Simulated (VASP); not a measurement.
## BeTe in VASP 6.6.1, single-point calculation

INCAR

```
IBRION = -1
SIGMA = 0.1
EDIFF = 1E-7
LCHARG = .FALSE.
IMIX = 1
PREC = Accurate
GGA = PE
ISMEAR = 0
LREAL = .FALSE.
LWAVE = .FALSE.
NELM = 55
AMIX = 0.4
NSW = 0
LASPH = .TRUE.
ISIF = 2
NBANDS = 11
ENCUT = 520
```

KPOINTS

```
KPOINTS created by Atomic Simulation Environment
0
Gamma
8 8 8
0 0 0
```

POSCAR

```
Be Te
 1.0000000000000000
     0.0000000000000000    2.7437649167000000    2.8909264500999998
     2.7437649167000000    0.0000000000000000    2.8909264500999998
     2.7437649167000000    2.7437649167000000    0.0000000000000000
 Be  Te
   1   1
Cartesian
  0.0000000000000000  0.0000000000000000  0.0000000000000000
  1.3718824583500000  1.3718824583500000  1.4454632250499999
```

The recommended PBE PAW datasets give the neutral cell 8 valence electrons.

Command

```
mpirun -np 1 vasp_std
```

Problem. Predict the outcome of this run.

Solution. It converged. Results: gap between bands v and c on the k mesh 1.69 eV; least direct gap on the k mesh 3.46 eV; pressure 2.8 GPa. Band v is the last that the valence electrons fill when counted band by band, and c is the next.

OSZICAR

```
N       E                     dE             d eps       ncg     rms          rms(c)
DAV:   1     0.211593494208E+02    0.21159E+02   -0.33560E+03  1298   0.589E+02
DAV:   2    -0.654868670284E+01   -0.27708E+02   -0.26695E+02  1706   0.950E+01
DAV:   3    -0.773124720794E+01   -0.11826E+01   -0.11808E+01  1699   0.208E+01
DAV:   4    -0.774325302669E+01   -0.12006E-01   -0.12005E-01  1572   0.242E+00
DAV:   5    -0.774346606432E+01   -0.21304E-03   -0.21303E-03  1670   0.311E-01    0.430E+00
DAV:   6    -0.762523091413E+01    0.11824E+00   -0.14238E-01  1496   0.154E+00    0.257E+00
DAV:   7    -0.759891520055E+01    0.26316E-01   -0.30218E-02  1685   0.823E-01    0.153E+00
DAV:   8    -0.759263280381E+01    0.62824E-02   -0.54969E-03  1566   0.349E-01    0.944E-01
DAV:   9    -0.759125738758E+01    0.13754E-02   -0.16433E-03  1622   0.196E-01    0.591E-01
DAV:  10    -0.759110778093E+01    0.14961E-03   -0.55587E-04  1552   0.119E-01    0.374E-01
...
DAV:  15    -0.759143836262E+01   -0.22284E-04   -0.76058E-06  1468   0.158E-02    0.371E-02
DAV:  16    -0.759145017812E+01   -0.11816E-04   -0.36646E-06  1475   0.110E-02    0.231E-02
DAV:  17    -0.759145631214E+01   -0.61340E-05   -0.17927E-06  1494   0.772E-03    0.145E-02
DAV:  18    -0.759145945252E+01   -0.31404E-05   -0.88600E-07  1484   0.542E-03    0.903E-03
DAV:  19    -0.759146104379E+01   -0.15913E-05   -0.44037E-07  1467   0.382E-03    0.566E-03
DAV:  20    -0.759146184303E+01   -0.79924E-06   -0.21967E-07  1487   0.269E-03    0.356E-03
DAV:  21    -0.759146224107E+01   -0.39804E-06   -0.10977E-07  1464   0.190E-03    0.225E-03
DAV:  22    -0.759146243726E+01   -0.19618E-06   -0.54912E-08  1397   0.134E-03    0.143E-03
DAV:  23    -0.759146253276E+01   -0.95506E-07   -0.27336E-08  1203   0.947E-04
   1 F= -.75914625E+01 E0= -.75914625E+01  d E =-.315669E-12
```

For comparison, a separate PBE run of the intended cell, on usual settings and not on those above, gives a gap of 1.69 eV on its mesh and a pressure of 2.8 GPa.
